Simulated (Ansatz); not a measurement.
# CuAu (R-3m) in Ansatz: band structure with HSE03

Aim: the band structure of CuAu with HSE03.

Everything below comes from runs of Ansatz 0.2.0. Logs are shortened: lines on timing, memory, paths and dates and some standing lists are left out, and cuts for length are marked.

### Step 1. The structure

It takes space group R-3m (No. 166, trigonal). The conventional cell has a = 2.886 Å, b = 2.886 Å, c = 12.769 Å, α = 90.00°, β = 90.00°, γ = 120.00°. Au (site symmetry -3m) has 6 Cu at 2.70 Å and 6 Au at 2.89 Å as nearest neighbours. Around Cu (site symmetry -3m) lie 6 Au at 2.70 Å and 6 Cu at 2.89 Å.

The cell comes from a database or a generator and needn't be the stable form of this composition.

### Step 2. Band structure, HSE03

Input file input.yaml:

```yaml
crystal:
  lattice:
    - [1.4430568479, 0.8331492596, 4.2561707609]
    - [-1.4430568479, 0.8331492596, 4.2561707609]
    - [0.0, -1.6662985192, 4.2561707609]
  atoms:
    - { symbol: Au, position: [0.0, 0.0, 0.0] }
    - { symbol: Cu, position: [0.5, 0.5, 0.5] }
hamiltonian:
  xc: { exchange: pbe, correlation: pbe, exx: { coeff: 0.25, omega: 0.3 } }
  pseudopotentials: { kind: paw }
kpoints:
  mp_grid: { grid: [6, 6, 6] }
  band_path:
    path:
      - [[0.0, 0.0, 0.0], [0.5, 0.0, 0.0], [0.5, 0.1922122767, -0.1922122767]]
      - [[0.8077877233, 0.5, 0.1922122767], [0.5, 0.5, 0.5], [0.0, 0.0, 0.0], [0.3461061384, 0.0, -0.3461061384]]
      - [[0.6538938616, 0.3461061384, 0.0], [0.5, 0.5, 0.0], [0.6538938616, 0.6538938616, 0.1922122767], [0.5, 0.5, 0.5]]
      - [[0.5, 0.0, 0.0], [0.8077877233, 0.3461061384, 0.3461061384]]
    npoints: 4
scf:
  occupations: { method: fermi_dirac, width: 0.05 }
  n_extra_bands: 6
output:
  forces: true
  stress: true
  eigenvalues: true
  fatbands: false
```

Potentials or basis: Ansatz PAW.

The run is started by

```bash
$ ansatz run input.yaml --threads 2 --pin off --max-ram 5632MiB --backend cpu --events-out ev --progress --plain --runs-dir out
```

Standard output:

```text
Warning: output.stress: scf.convergence.dr2_threshold = 1e-7 eV (the SCF's general default) is looser than the 2e-10 eV advised for a printed stress (1e-10 eV for each atom of the cell: 2). What an SCF threshold leaves in a stress goes as its square root, and in the free energy as the threshold itself, and one threshold admits the most on a small cell: of the crystals measured, under no hybrid functional and no lock of the moments, on runs that ended without the residual-converged pass, on stresses that held no estimate of that error, the worst erred by over 100 MPa in a component at 1e-7 eV an atom and by under 5 at 1e-10. Set scf.convergence.dr2_threshold to 2e-10 eV or tighter. The threshold is an SCF's pass mark: one that does not reach it within its budget of iterations ends unconverged, or closes short of it on a stop that the run arms, and scf.convergence.dr2_threshold's page says what that costs each kind of run
Warning: output.stress: scf.exx.energy_threshold = 1e-6 eV is looser than the 2e-8 eV advised for a stress under a hybrid functional (1e-8 eV for each atom of the cell: 2). Every SCF of the exchange loop can meet its threshold on dr2 while the loop round them stops early: no threshold on dr2 bounds what that leaves in the stress. Set scf.exx.energy_threshold to 2e-8 eV or tighter. The threshold is the loop's pass mark: a loop that does not reach it within its budget of cycles ends unconverged, and scf.exx.energy_threshold's page has the law
Warning: RAYON_NUM_THREADS=2 ignored (pool sized by the plan → 2); use --threads N
basis.fft_grid_basis auto: the FFT boxes are laid along the combinations [[1, 0, -1], [0, 1, -1], [0, 0, 1]] of the cell's own vectors, 2.886, 2.886 and 4.571 Å long. The dense box has 20×20×32 points. Along the cell's own vectors, as sized, it would have 32×32×32, 2.56 times as many. Of the 12 symmetry operations that the crystal satisfies within crystal.symmetry.tolerance (time reversal apart; of a slab, those that keep its plane) the dense box along the cell's own vectors carries 12, and the one as laid loses 8 of those. basis.fft_grid_basis: typed keeps the cell's own vectors: state it where this run's energies or levels are differenced outside the engine with another run's, or held beside a run that keeps those vectors.
scf.n_extra_bands = 6 over 19 filled bands (N_el = 38.0): the run solves 25 bands
Engine: ansatz 0.2.0, aarch64-unknown-linux-gnu
Pseudopotentials: kind: paw
Pseudopotential: Au, paw, valence charge 19, recommended cutoff 420 eV (normal), Au.paw.azcp
Pseudopotential: Cu, paw, valence charge 19, recommended cutoff 420 eV (normal), Cu.paw.azcp
Functional definition: unnamed
  parameter a_1 = 0.25
  parameter omega_1 = 0.3/angstrom
  exchange = pbe_x + (-a_1)*pbe_x_sr(omega_1) + a_1*exact_x_sr(omega_1)
  correlation = pbe_c
Crystal: 2 atoms, lattice volume = 30.703 Å³
Basis set: ecut = 420 eV, 585 PW (Γ), FFT grids on a1−a3, a2−a3, a3, exchange–correlation on 40×40×64 points (8 copies of the dense FFT grid, shifted against one another)
Bands: 25, of which v1, the nominal top of the filled ones, is band 19 counted from 1 (18 counted from 0)
Symmetry: 12 space group operations
Space group: R-3m (ITA 166), of the structure as read, at distance tolerance 3.1e-5 Å
k-points: 32 of 216
Non-local potential: Au, projectors of the file, l = 0: 3, l = 1: 2, l = 2: 2, l = 3: 1
Non-local potential: Cu, projectors of the file, l = 0: 3, l = 1: 2, l = 2: 3, l = 3: 1
PAW form: soft (Blöchl's): semilocal exchange-correlation on the pseudo side does not see the compensation charge
PAW frozen core: Au, regenerated for the run's functional, and the local potential with it (the file was generated under x = pbe(κ = 0.804, μ = 0.2195149727645171), c = pbe(β = 0.06672455060314922))
PAW frozen core: Cu, regenerated for the run's functional, and the local potential with it (the file was generated under x = pbe(κ = 0.804, μ = 0.2195149727645171), c = pbe(β = 0.06672455060314922))
PAW one-centre angular grid: Au, 590 points (default); XC on 64 Gauss nodes
PAW one-centre angular grid: Cu, 590 points (default); XC on 64 Gauss nodes
Initial density: superposition of atomic densities (neutral atoms: chi_scale 0, normalization atom), corrected by the library's trained network
Initial wavefunctions: pseudopotential atomic-orbital guess
Functional: x = pbe(κ = 0.804, μ = 0.2195149727645171), c = pbe(β = 0.06672455060314922), warm-up for x = pbe(κ = 0.804, μ = 0.2195149727645171) + 0.25 (exact − pbe) at short range (hse, ω = 0.3 Å⁻¹), c = pbe(β = 0.06672455060314922)
SCF iter   1: F=—  HF=-19774.427028 eV  |F-HF|=—  |Δ(HF+E_count)|=         —  Δρ=8.73e-3  dr2=1.63e-2  ethr=1.77e-3  ⟨swp⟩=9.2  Hψ=3524  notcnv=0
preconditioner: auto → Kerker (q_TF=auto, 2.827 Å⁻¹)  [metal: Δε(μ)=0.060 eV  Ē_g=12.474 eV  σ=0.050 eV  W_gap=0.28  n_scr=14 (ndim 8)  ℏωp=31.4 eV  f_vac=0.000  D(μ)=1.16/eV (n_scr^D=8)]
SCF iter   2: F=—  HF=-19774.425009 eV  |F-HF|=—  |Δ(HF+E_count)|=   2.02e-3  Δρ=2.47e-3  dr2=1.84e-3  ethr=4.29e-5  ⟨swp⟩=3.7  Hψ=1733  notcnv=0  defer=7
SCF iter   3: F=—  HF=-19774.424677 eV  |F-HF|=—  |Δ(HF+E_count)|=   3.32e-4  Δρ=1.35e-3  dr2=7.48e-4  ethr=4.84e-6  ⟨swp⟩=2.8  Hψ=1470  notcnv=0  defer=2
iter 4 solved again at ethr=1.78e-7 eV; its pass at ethr=1.97e-6 eV (dr2=6.76e-5 eV) is discarded
SCF iter   4: F=—  HF=-19774.424569 eV  |F-HF|=—  |Δ(HF+E_count)|=   1.07e-4  Δρ=2.99e-4  dr2=6.44e-5  ethr=1.78e-7  ⟨swp⟩=2.9  Hψ=2901  notcnv=0  defer=1
SCF iter   5: F=—  HF=-19774.424574 eV  |F-HF|=—  |Δ(HF+E_count)|=   4.74e-6  Δρ=9.33e-5  dr2=4.39e-6  ethr=1.69e-7  ⟨swp⟩=3.0  Hψ=1595  notcnv=0  defer=1
SCF iter   6: F=—  HF=-19774.424573 eV  |F-HF|=—  |Δ(HF+E_count)|=   1.49e-6  Δρ=2.89e-5  dr2=4.46e-7  ethr=1.15e-8  ⟨swp⟩=3.0  Hψ=1596  notcnv=0  defer=1
SCF iter   7: F=—  HF=-19774.424572 eV  |F-HF|=—  |Δ(HF+E_count)|=   6.01e-8  Δρ=1.03e-5  dr2=6.99e-8  ethr=1.17e-9  ⟨swp⟩=3.0  Hψ=1545  notcnv=0
SCF iter   8: F=—  HF=-19774.424572 eV  |F-HF|=—  |Δ(HF+E_count)|=   1.34e-8  Δρ=2.57e-6  dr2=2.60e-9  ethr=1.84e-10  ⟨swp⟩=3.0  Hψ=1539  notcnv=0
SCF iter   9: F=-19774.424572 eV  HF=-19774.424572 eV  |F-HF|=4.37e-11  |Δ(HF+E_count)|=  3.27e-10  Δρ=7.65e-7  dr2=1.93e-10  ethr=6.83e-12  ⟨swp⟩=3.2  Hψ=1749  notcnv=0
SCF 1 converged in 9 iterations: F = -19774.424572 eV  dr2 = 1.93e-10
[... 15 lines left out ...]
SCF iter   7: F=—  HF=-19776.379125 eV  |F-HF|=—  |Δ(HF+E_count)|=   7.54e-4  Δρ=5.58e-4  dr2=1.04e-4  ethr=2.86e-6  ⟨swp⟩=3.0  Hψ=1701  notcnv=0
SCF iter   8: F=—  HF=-19776.379299 eV  |F-HF|=—  |Δ(HF+E_count)|=   1.75e-4  Δρ=6.95e-4  dr2=9.82e-5  ethr=1.66e-7  ⟨swp⟩=3.1  Hψ=1701  notcnv=0
SCF iter   9: F=-19776.379279 eV  HF=-19776.379279 eV  |F-HF|=1.01e-7  |Δ(HF+E_count)|=   2.00e-5  Δρ=1.90e-5  dr2=6.41e-6  ethr=1.66e-7  ⟨swp⟩=3.0  Hψ=1599  notcnv=0
SCF 2 stopped early in 9 iterations: F = -19776.379279 eV  dr2 = 6.41e-6
hybrid outer 1: dexx = +1.597e-2 eV, tail = 8.32e-5 eV
Exchange kernel: α = 0.2500, screened, ω = 0.3000 Å⁻¹, Wigner–Seitz truncation, v(0) = 502.6030 eV·Å³, q-mesh 6×6×6, nearest image of the exchange supercell L = 17.32 Å, pair-density grid 18×18×30, without the augmentation charges, whose exchange is taken in its separable form by FFT convolution over the k-point mesh (the finest that the files' search goes to), smooth part of the exact exchange by density-matrix convolution
Frozen-core exchange: fock
SCF iter   1: F=—  HF=-19776.379532 eV  |F-HF|=—  |Δ(HF+E_count)|=         —  Δρ=2.27e-4  dr2=1.19e-5  ethr=1.09e-6  ⟨swp⟩=4.7  Hψ=1896  notcnv=0
preconditioner: auto → Kerker (q_TF=auto, 2.827 Å⁻¹)  [metal: Δε(μ)=0.105 eV  Ē_g=14.235 eV  σ=0.050 eV  W_gap=0.45  n_scr=14 (ndim 8)  ℏωp=31.4 eV  f_vac=0.000  D(μ)=0.83/eV (n_scr^D=2)]
SCF iter   2: F=—  HF=-19776.379530 eV  |F-HF|=—  |Δ(HF+E_count)|=   1.70e-6  Δρ=3.28e-5  dr2=1.05e-7  ethr=3.01e-8  ⟨swp⟩=3.6  Hψ=1808  notcnv=0
SCF iter   3: F=—  HF=-19776.379530 eV  |F-HF|=—  |Δ(HF+E_count)|=   4.85e-7  Δρ=2.51e-5  dr2=9.39e-8  ethr=1.75e-10  ⟨swp⟩=4.1  Hψ=2468  notcnv=0
SCF iter   4: F=—  HF=-19776.379530 eV  |F-HF|=—  |Δ(HF+E_count)|=   3.04e-8  Δρ=7.15e-6  dr2=1.02e-8  ethr=1.75e-10  ⟨swp⟩=3.0  Hψ=1597  notcnv=0
SCF iter   5: F=-19776.379530 eV  HF=-19776.379530 eV  |F-HF|=4.40e-10  |Δ(HF+E_count)|=   3.37e-9  Δρ=1.23e-6  dr2=1.61e-9  ethr=2.21e-11  ⟨swp⟩=3.0  Hψ=1906  notcnv=0
SCF 3 converged in 5 iterations: F = -19776.379530 eV  dr2 = 1.61e-9
  Residual-converged pass: ⟨swp⟩=2.0  Hψ=1314  notcnv=0  max |occ|·‖R‖ = 1.9e-6 eV (tolerance 2.4e-6 eV)  dr2=1.60e-9  dr2_onsite=2.38e-10  max |Δocc| = 5.3e-13
hybrid outer 2: dexx = +6.717e-7 eV, tail = 5.82e-8 eV, Δε = 7.05e-3 eV (about 2.47e-4 eV left of the loop's levels)
NSCF: frozen V_eff on 40 k-points
hybrid SCF converged: 2 outer / 14 inner (+9 warm-up), last move |dexx| = 6.72e-7 eV, tail = 5.82e-8 eV
Stability not checked: this state was not tested for a lower state beside it, because the functional holds exact exchange (a hybrid, or Hartree-Fock), whose exchange loop this test does not read (fock_operator; see scf.lower_state_search)
Free energy (F): -19776.379531 eV
Frozen-core exchange: fock
Harris-Foulkes:  -19776.379531 eV  (|F-HF|=4.40e-10)
Internal energy: -19776.372805 eV  (E = F + TS)
E sigma→0 (E₀):  -19776.376168 eV
Entropy (-TS):   -0.006726 eV (-3.363 meV/atom)
Fermi energy:    17.310815 eV
--- Per-component energies (eV) ---
  E_band       = -694.511284
  E_kinetic    = 905.610593
  E_local      = -6114.794162  (includes V_loc(G=0)·N_el)
  E_nonlocal   = 481.522376
  E_hartree    = 2688.223719
  E_xc         = -256.136258
  E_vxc        = -311.610027  (∫ρ·V_xc dr)
  E_exx        = -173.227216  (= α·E_x^exact, valence–valence)
  E_paw        = -11271.892855  (= ΣΔE_a)
  E_vpaw       = -685.235437  (= ΣTr[D̂ρ^β])
  E_aug_tail   = 0.001713  (compensation charges beyond the density's cutoff)
  E_ewald      = -6033.546711
  E_core_change = -2.134005  (= ΣΔE_core)
  E_smearing   = -0.006726  (= −TS)
  E_closure    = -0.000000  (closes the sum)
  Σ components = -19776.379531   (vs F -19776.379531, Δ=0.00e0)
--- Forces (eV/Å), atoms counted from 1 ---
  atom   1  Au    -0.00000000     0.00000000    -0.00000000
  atom   2  Cu     0.00000000     0.00000000     0.00000000
  max |Σ_I F_I| component: 6.73e-29 eV/Å
--- Stress (GPa, compression-positive) ---
       -0.568842       0.000000       0.000000
        0.000000      -0.568842      -0.000000
        0.000000      -0.000000      -2.976630
  P = ⅓ Tr σ = -1.3714 GPa (-13.714 kbar)
--- Band table (eV; the first three rows and the last of 32) ---
  k-point 0: bands = ["-100.3737", "-92.6295", "-56.2184", "-56.1738", "-56.1738", "-42.8607", "-42.7060", "-42.7060", "7.3287", "10.1053", "11.7661", "11.7661", "12.7242", "12.7242", "13.6039", "14.1090", "14.1090", "15.0188", "15.0188", "17.5746", "22.7833", "32.7614", "34.6743", "34.6743", "35.7146"]
  k-point 1: bands = ["-100.3733", "-92.6274", "-56.2180", "-56.1797", "-56.1756", "-42.8560", "-42.7568", "-42.7196", "8.2522", "10.5629", "11.5250", "12.1929", "12.2988", "12.7976", "13.6752", "14.0149", "14.0889", "14.2066", "14.8565", "19.3910", "23.3082", "30.0194", "33.4010", "33.5492", "34.5772"]
  k-point 2: bands = ["-100.3723", "-92.6231", "-56.2172", "-56.1917", "-56.1792", "-42.8583", "-42.8464", "-42.7467", "9.8472", "10.9173", "11.4299", "12.3620", "12.8242", "13.3020", "13.5854", "13.5894", "14.4478", "14.5834", "14.6408", "21.4462", "23.7145", "26.0101", "29.0260", "32.0019", "33.0631"]
  k-point 31: bands = ["-100.3738", "-92.6296", "-56.2174", "-56.1737", "-56.1737", "-42.8605", "-42.7057", "-42.7057", "8.6167", "11.0097", "11.9534", "11.9534", "12.0568", "13.4619", "13.4619", "13.6146", "13.7624", "13.7624", "14.2164", "14.2164", "30.7559", "33.0749", "33.2900", "36.5872", "36.5872"]
```

It took 3.9 min on 2 threads of Arm Neoverse V1, shared host; peak memory 1.3 GiB.

What came out:

- Free energy: -19776.3795 eV
- Pressure: -1.4 GPa
- Band gap on the k mesh: none (metal or under the smearing width)

Levels at the corners of the path, in eV from the Fermi level:
| point | band 16 | band 17 | band 18 | band 19 | band 20 | band 21 | band 22 | band 23 |
| --- | --- | --- | --- | --- | --- | --- | --- | --- |
| Γ | -3.20 | -3.20 | -2.29 | -2.29 | 0.26 | 5.47 | 15.45 | 17.36 |
| L | -3.29 | -2.70 | -2.60 | 0.07 | 1.35 | 6.30 | 7.83 | 12.16 |
| B1 | -3.20 | -2.64 | -2.52 | 3.07 | 3.15 | 4.03 | 4.83 | 10.05 |
| B | -3.20 | -2.64 | -2.52 | 3.07 | 3.15 | 4.03 | 4.83 | 10.05 |
| Z | -3.70 | -3.55 | -3.55 | -3.09 | -3.09 | 13.45 | 15.76 | 15.98 |
| Γ | -3.20 | -3.20 | -2.29 | -2.29 | 0.26 | 5.47 | 15.45 | 17.36 |
| X | -3.12 | -2.73 | -2.53 | 2.81 | 3.05 | 4.34 | 6.08 | 8.06 |
| Q | -3.12 | -2.73 | -2.53 | 2.81 | 3.05 | 4.34 | 6.08 | 8.06 |
| F | -2.52 | -2.26 | -2.10 | -0.97 | 1.67 | 3.34 | 7.34 | 10.48 |
| P1 | -2.71 | -2.60 | -2.36 | -0.02 | 0.70 | 3.40 | 9.00 | 11.06 |
| Z | -3.70 | -3.55 | -3.55 | -3.09 | -3.09 | 13.45 | 15.76 | 15.98 |
| L | -3.29 | -2.70 | -2.60 | 0.07 | 1.35 | 6.30 | 7.83 | 12.16 |
| P | -2.71 | -2.60 | -2.36 | -0.02 | 0.70 | 3.40 | 9.00 | 11.06 |

Caveat: the k mesh is coarse (spacing up to 0.43 Å⁻¹), so the values aren't converged, least of all with exact exchange; spin-orbit coupling is left out, which moves the levels of the heavy elements; the PAW data sets come from PBE, with cores solved anew for the run's functional, which leaves a small shift of forces and pressure; the thresholds are loose for stress.
